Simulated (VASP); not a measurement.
The system is CdS.

```
CELL_PARAMETERS angstrom
4.15000 0.00000 0.00000
-2.07500 3.59401 0.00000
0.00000 0.00000 6.73700
ATOMIC_POSITIONS crystal
Cd 0.33333 0.66667 0.00000
Cd 0.66667 0.33333 0.50000
S 0.33333 0.66667 0.37500
S 0.66667 0.33333 0.87500
```

* Program: VASP 6.6.1
* Task: relaxation of cell and atoms
* Functional: PBE
* Potentials or basis: VASP PAW PBE potentials, release 64 (Cd, S)
* Cutoff: 600 eV
* k mesh: 9 × 9 × 4
* Occupations: gaussian, width 0.03 eV
* Spin: no spin polarisation

At the start: pressure 2.4 GPa; volume 25.12 Å³/atom.

Problem. Where does the relaxation end?

Solution. Over 5 steps the energy falls by 7.7 meV/atom and the volume is 26.14 Å³/atom (+4.1 %); space group P6_3mc (No. 186, to 0.05 Å).

Step by step:
```tsv
step	energy change (eV)	largest force (eV/Å)	pressure (GPa)	volume (Å³)
1	0.0000	0.0696	2.38	100.48
2	-0.0279	0.0022	-0.67	106.01
3	-0.0307	0.0149	-0.01	104.66
4	-0.0307	0.0159	0.00	104.57
5	-0.0308	0.0076	0.05	104.56
```

Final structure:
```
Cd S
1.0
     4.19976    0.00000    0.00000
    -2.09988    3.63709    0.00000
     0.00000    0.00000    6.84510
Cd S
2 2
Direct
  0.33333 0.66667 0.99952
  0.66667 0.33333 0.49952
  0.33333 0.66667 0.37548
  0.66667 0.33333 0.87548
```
